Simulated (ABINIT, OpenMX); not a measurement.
Sn: 4 runs at one level of theory

```
Sn
1.0
     0.00000    3.23334    3.23334
     3.23334    0.00000    3.23334
     3.23334    3.23334    0.00000
Sn
2
Cartesian
  4.8500 4.8500 4.8500
  3.2333 3.2333 3.2333
```

This isn't the form of Sn at room conditions, which is tetragonal (white tin).

Alike in all runs: task band structure; functional PBE; k mesh 7 × 7 × 7; occupations fermi-dirac, width 0.05 eV; no spin polarisation; no spin-orbit coupling. Pressure is positive in compression and, in plane waves, holds the error of the finite cutoff.

```json
{"program and potentials": "OpenMX, OpenMX 2013 PBE set, Sn7.0-s3p2d2f1, grid cutoff 500 Ry", "plane-wave cutoff (eV)": "-", "notes": "atomic basis", "pressure (GPa)": "0.66"}
{"program and potentials": "ABINIT, SG15 NC PBE v1.2", "plane-wave cutoff (eV)": "980", "notes": "-", "pressure (GPa)": "3.83"}
{"program and potentials": "ABINIT, PseudoDojo NC SR PBE v0.4.1 standard", "plane-wave cutoff (eV)": "980", "notes": "-", "pressure (GPa)": "3.90"}
{"program and potentials": "ABINIT, SPMS NC PBE v1.0", "plane-wave cutoff (eV)": "789", "notes": "-", "pressure (GPa)": "3.90"}
```

The pressure spans 0.66 (OpenMX, OpenMX 2013 PBE set, Sn7.0-s3p2d2f1, grid cutoff 500 Ry) to 3.90 GPa (ABINIT, SPMS NC PBE v1.0). The pressure on the cell as given of OpenMX, OpenMX 2013 PBE set, Sn7.0-s3p2d2f1, grid cutoff 500 Ry lies far from the others; the cause wasn't traced. Rows in atomic bases carry the error of their basis and grid, which can be large.

The functional is the same throughout but for its coding, so the spread measures potentials, basis and numerics; runs on potential files found faulty are left out.
